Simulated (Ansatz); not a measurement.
AlGaN2: a film clamped to a substrate

These are results of Ansatz 0.2.0, DFT r2SCAN, scalar-relativistic, plane waves, PAW, not measurements. Settings: plane waves to 500 eV, k-mesh 8×8×6 (Γ-centred), Gaussian smearing 0.05 eV. No spin polarisation. Energies are free energies at this smearing, counted from the undisturbed cell; pressure is positive in compression.

The starting cell (relaxed at this level; it needn't be the usual structure):

```yaml
crystal:
  lattice:
    - [3.13853, 0.00000, 0.00000]
    - [0.00000, 3.13853, 0.00000]
    - [0.00000, 0.00000, 4.42236]
  atoms:
    - { symbol: Al, position: [0.50000, 0.50000, 0.50000] }
    - { symbol: Ga, position: [0.00000, 0.00000, 0.00000] }
    - { symbol: N, position: [0.50000, 0.00000, 0.73908] }
    - { symbol: N, position: [0.00000, 0.50000, 0.26092] }
```

The cell (4 atoms, V0 = 43.56 Å³) is strained by p along both x and y and by q along z, fractional coordinates fixed. τp = (1/V0) ∂E/∂p = (σxx + σyy)(1 + p)(1 + q) and τq = (1/V0) ∂E/∂q = σzz(1 + p)², with tension positive.

| p | q | ΔE (meV/atom) | τp (GPa) | τq (GPa) |
| --- | --- | --- | --- | --- |
| 0.000 | 0.000 | 0.00 | -0.01 | -0.01 |
| -0.025 | 0.000 | 20.44 | -24.69 | -8.50 |
| 0.025 | 0.000 | 18.40 | 21.10 | 7.24 |
| 0.000 | -0.025 | 6.31 | -8.37 | -7.45 |
| 0.000 | 0.025 | 6.14 | 7.34 | 7.20 |

**Question.** Get the second derivatives of the energy density.

**Answer.** Central differences give A = ∂τp/∂p = 916 GPa (C11 + C22 + 2 C12), C = ∂τq/∂q = 293 GPa (C33) and the cross term B = ∂τq/∂p = 315 GPa (C13 + C23); ∂τp/∂q = 314 GPa must equal B, and any difference shows higher-order terms. The ions are clamped.

**Question.** A film of this crystal grows with z along the normal on a substrate that imposes p. How does its thickness respond, and what does the misfit cost?

**Answer.** Count p and q from the stress-free cell. A free surface needs τq = 0, so q = −(B/C) p = -1.07 p. The energy density left is (A − B²/C) p²/2 = M p², with the biaxial modulus M = 289 GPa; a misfit of 1 % costs 1.96 meV/atom, against 3.11 meV/atom if the thickness were held.

Forces appear on the atoms along this scan, and letting them relax would lower the energy and soften the response.

Letting the thickness relax removes over a third of the misfit energy, yet the film doesn't keep its volume: with q = -1.07 p, the thinning offsets only about half of the in-plane area change. This is typical of a tetrahedral covalent network, in which bond angles bend more easily than bonds stretch. The cell is a zinc-blende lattice with alternating Al and Ga layers along a cube axis, and strain along that axis can be taken up largely by bending. In ideal zinc blende, symmetry would forbid internal forces under this strain. Here they arise only because nitrogen sits between unlike cations, so ionic relaxation will probably change the moduli only modestly. Compression costs more than equal tension in both directions, as expected from steepening short-range repulsion, so the quadratic misfit energy somewhat understates the cost on a smaller-lattice substrate. The thickness response shouldn't be carried over to basal-plane films of wurtzite, the usual nitride structure, which thin less for the same in-plane stretch.
